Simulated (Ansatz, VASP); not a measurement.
## Two plane-wave programs on InP

The input INCAR:

```
SYSTEM = InP
  ALGO = Fast
  EDIFF = 1E-6
  ENCUT = 520
  GGA = PS
  ISIF = 2
  ISMEAR = 0
  LASPH = .True.
  LCHARG = .True.
  LELF = .True.
  LREAL = .False.
  LVHAR = .True.
  LWAVE = .False.
  NBANDS = 16
  NELM = 100
  PREC = Accurate
  SIGMA = 0.05
```

KPOINTS

```
k-points
0
Gamma
  10 10 10
  0 0 0
```

File POSCAR:

```
InP
1.0
    0.0000000000      2.7841327528      2.7295419145
    2.7295419145      0.0000000000      2.7295419145
    2.7295419145      2.7841327528      0.0000000000
In P
1 1
Direct
    0.0000000000      0.0000000000      0.0000000000
    0.5000000000      0.5000000000      0.5000000000
```

Input for Ansatz:

```yaml
crystal:
  lattice:
    - [0.0, 2.7841327528, 2.7295419145]
    - [2.7295419145, 0.0, 2.7295419145]
    - [2.7295419145, 2.7841327528, 0.0]
  atoms:
    - { symbol: In, position: [0.0, 0.0, 0.0] }
    - { symbol: P, position: [0.5, 0.5, 0.5] }
basis:
  ecutwfc: 420
  ecutrho_ratio: 4
kpoints:
  mp_grid: { grid: [10, 10, 10] }
hamiltonian:
  xc: pbesol
scf:
  occupations: { method: gaussian, width: 0.05 }
output:
  forces: true
  stress: true
  eigenvalues: true
```

Change from the starting cell: strain e2 = +0.02, atoms carried along.

Alike in both runs: task single point; functional PBEsol; k mesh 10 × 10 × 10; occupations gaussian, width 0.05 eV; no spin polarisation.

|  | VASP | Ansatz |
| --- | --- | --- |
| version | VASP 6.6.1 | Ansatz 0.2.0 |
| potentials or method | VASP PAW PBE potentials, release 64 (In_d, P) | scalar-relativistic, plane waves, PAW |
| plane-wave cutoff (eV) | 520 | 420 |
| valence electrons in the cell | 18 | 18 |

```tsv
	VASP	Ansatz	Ansatz less VASP
gap on the k mesh at the Fermi level (eV)	none	none	-
pressure (GPa)	-1.5	-1.5	-0.03
largest component of the traceless stress (GPa)	1.46	1.46	0.000
```

A gap of «none» marks a metal or a gap that the smearing closes.

Caveats: the PAW data sets were made with another functional, which shifts forces and pressure a little (VASP).
